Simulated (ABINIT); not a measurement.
ZrB2:

```
Zr B
1.0
     3.17000    0.00000    0.00000
    -1.58500    2.74530    0.00000
     0.00000    0.00000    3.53300
Zr B
1 2
Cartesian
  0.0000 0.0000 0.0000
  1.5850 0.9151 1.7665
  0.0000 1.8302 1.7665
```

Program: ABINIT 10.8.3 (patched build). Alike in all runs: task band structure; no spin polarisation; cell as given; k mesh 10 × 10 × 8; cutoff (eV) 463; smearing fermi-dirac 0.05 eV.

Order these runs on this cell by their pressure, lowest first.
A. level LDA; potentials or basis JTH PAW LDA v2.0
B. level PBEsol; potentials or basis JTH PAW PBE v2.0
C. level RPBE; potentials or basis JTH PAW PBE v2.0

A (-9.0 GPa), B (-4.1 GPa), C (4.1 GPa).

Caveats: the PAW data sets were made with another functional, which shifts forces and pressure a little (some runs).

Runs at the PBE level aren't shown here.
